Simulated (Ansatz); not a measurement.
Relaxed bulk Al3Ru2:

Space group I4/mmm (No. 139). a = 3.073 Å, b = 3.073 Å, c = 14.252 Å, α = 90.00°, β = 90.00°, γ = 90.00°
| atom | site | symmetry | x | y | z |
| --- | --- | --- | --- | --- | --- |
| Al | 2a | 4/mmm | 0.0000 | 0.0000 | 0.0000 |
| Al | 4e | 4mm | 0.5000 | 0.5000 | 0.3063 |
| Ru | 4e | 4mm | 0.5000 | 0.5000 | 0.1057 |

Miller indices refer to the conventional cell of I4/mmm (No. 139), a = 3.073 Å, b = 3.073 Å, c = 14.252 Å, α = 90.00°, β = 90.00°, γ = 90.00°.

Consider the (001) slab of 9 planes, 11.2 Å thick with 15 Å of vacuum as cut; outer planes Ru (top) and Ru (bottom), all atoms relaxed.

The calculation used DFT PBEsol, scalar-relativistic, plane waves, PAW in Ansatz 0.2.0. Plane waves to 420 eV, a k mesh through Γ of 11×11×1 on the computed 9-atom cell and Gaussian smearing (0.10 eV); no spin polarisation. A dipole correction removes the field between periodic images along c.

The slab isn't stoichiometric (Al5Ru4), so its surface energy depends on the chemical potentials; it is given with the excess atoms taken from the element's standard state, a limit at which the compound may itself be unstable, so the figure can be too low.

(1) Predict the surface energy with the excess atoms taken from the elements.

(2) Predict the work function.

(3) The top two planes lie 1.255 Å apart in the bulk. How does relaxation change this?

Results:

(1) 3.53 J/m².

(2) 4.37 eV.

(3) The spacing becomes 1.094 Å (-12.9 %).